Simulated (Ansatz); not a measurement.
Zone-centre phonons of BN at 1 GPa: input and output

Level of theory: Ansatz 0.2.0, DFT PBEsol, scalar-relativistic, plane waves, PAW.

Launched with:
```bash
ansatz run input.yaml --threads 1 --pin off --max-ram 3072MiB --backend cpu --events-out ev --progress --plain --runs-dir out
```

Input (bare energies are in eV):
```yaml
crystal:
  lattice:
    - [0.0, 1.8012807301, 1.8012807301]
    - [1.8012807301, 0.0, 1.8012807301]
    - [1.8012807301, 1.8012807301, 0.0]
  atoms:
    - { symbol: B, position: [0.0, 0.0, 0.0] }
    - { symbol: "N", position: [0.75, 0.75, 0.75] }
basis:
  ecutwfc: 420
kpoints:
  mp_grid: { grid: [12, 12, 12] }
hamiltonian:
  xc: pbesol
scf:
  occupations: { method: fixed }
output:
  eigenvalues: true
phonons:
  method: dfpt
  dielectric: true
  rigid_motions: translations
  eigenvectors: true
```

Results section of the output:
```
--- Phonons (Γ-DFPT): 2 representative perturbations + reference, on 280 of 1728 k-points (Σ response iterations 6) ---
  k mesh reduced under 4 symmetry operations, with k and −k counted as one. Each operation leaves every solved perturbation unchanged. A smaller set is not considered because the run solves the response ...
  ASR residual: 2.371e-4 → 0.000e0 eV/Å²; symmetrization residual: 5.887e-7 eV/Å²
  ASR residual per site (eV/Å²): 7.97e-5 2.37e-4
  Γ frequencies (cm⁻¹): 0.00 0.00 0.00 1049.93 1049.93 1049.93
  ε∞ (high-frequency dielectric tensor):
        4.629092     0.000000     0.000000
       -0.000000     4.629092     0.000000
        0.000000     0.000000     4.629092
  ε⁰ (static dielectric tensor: ions relaxed, cell fixed):
        6.890941     0.000000     0.000000
       -0.000000     6.890941     0.000000
        0.000000     0.000000     6.890941
  ε⁰ − ε∞ (ionic part):
        2.261850     0.000000     0.000000
        0.000000     2.261850     0.000000
        0.000000     0.000000     2.261850
  softest optical mode at Γ: 1049.93 cm⁻¹; the repairs (sum rule, projections) moved no ω² at Γ by more than (2.17 cm⁻¹)²
  Born effective charges Z* (e; rows j = field, columns β = displacement):
    site 0:
         1.90099   -0.00000    0.00000
         0.00000    1.90099   -0.00000
         0.00000   -0.00000    1.90099
    site 1:
        -1.90099    0.00000   -0.00000
        -0.00000   -1.90099    0.00000
        -0.00000    0.00000   -1.90099
  Z* charge neutrality: 4.476e-6 e pre-enforcement
  k-mesh period / interband length: 30.6 Å / 1.31 Å = 23.38 at k = (0.0000, -0.5000, -0.5000), direct gap 9.290 eV — 14 or more, which is no proof of convergence
  optical modes at Γ without the LO–TO term, one row a degenerate level:
      ω (cm⁻¹) modes IR ((D/Å)²/amu)
       1049.93      3            40.9940
  optical modes at Γ + LO–TO along q̂ = [1.0000, 0.0000, 0.0000]:
      ω (cm⁻¹) modes IR ((D/Å)²/amu)
       1049.93      2            27.3294
       1281.01      1            13.6647
  optical modes at Γ + LO–TO along q̂ = [0.0000, 1.0000, 0.0000]:
      ω (cm⁻¹) modes IR ((D/Å)²/amu)
       1049.93      2            27.3294
       1281.01      1            13.6647
  optical modes at Γ + LO–TO along q̂ = [0.0000, 0.0000, 1.0000]:
      ω (cm⁻¹) modes IR ((D/Å)²/amu)
       1049.93      2            27.3294
       1281.01      1            13.6647
```

It took 32 s on 1 thread of Intel(R) Xeon(R) Processor @ 2.50GHz (Skylake/Cascade Lake), on a shared host, peak memory 0.41 GiB.